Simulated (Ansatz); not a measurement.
# CdS: the cost of one run

Computed with Ansatz 0.2.0 (DFT PBEsol, scalar-relativistic, plane waves, PAW, unless a step's input says otherwise).

### 1 The system as given

Symmetry: F-43m, No. 216, cubic system. Conventional cell: a = 5.833 Å, b = 5.833 Å, c = 5.833 Å, α = 90.00°, β = 90.00°, γ = 90.00°. Around Cd (site symmetry -43m) lie 4 S at 2.53 Å. S (site symmetry -43m) has 4 Cd at 2.53 Å as nearest neighbours.

Coordinates:

```
CELL_PARAMETERS angstrom
0.00000 2.91650 2.91650
2.91650 0.00000 2.91650
2.91650 2.91650 0.00000
ATOMIC_POSITIONS crystal
Cd 0.00000 0.00000 0.00000
S 0.25000 0.25000 0.25000
```

The structure rests on an entry of the Crystallography Open Database; cell or positions may have been set otherwise for this series.

### 2 Relaxing cell and atoms: CdS, no spin

The input, input.yaml:

```yaml
crystal:
  lattice:
    - [0.0, 2.9165, 2.9165]
    - [2.9165, 0.0, 2.9165]
    - [2.9165, 2.9165, 0.0]
  atoms:
    - { symbol: Cd, position: [0.0, 0.0, 0.0] }
    - { symbol: S, position: [0.25, 0.25, 0.25] }
scf:
  occupations: { method: gaussian, width: 0.02 }
output:
  forces: true
  stress: true
  eigenvalues: true
  write_density: true
  write_potential: true
  elf: true
  volumetric_format: npy
kpoints:
  mp_grid: { grid: [10, 10, 10] }
hamiltonian:
  xc: pbesol
relax:
  f_tol: 0.01
  adjacent_minimum: "off"
  cell: { stress_tol: 0.05 }
```

Command:

```
$ ansatz run input.yaml --threads 1 --pin off --max-ram 3072MiB --backend cpu --events-out ev --progress --plain --runs-dir out
```

**Question.** How long does this run take on 1 thread of Intel Xeon 6975P-C (Granite Rapids), shared host, and how much memory does it need?

About 10 s, with a peak of 0.42 GiB.
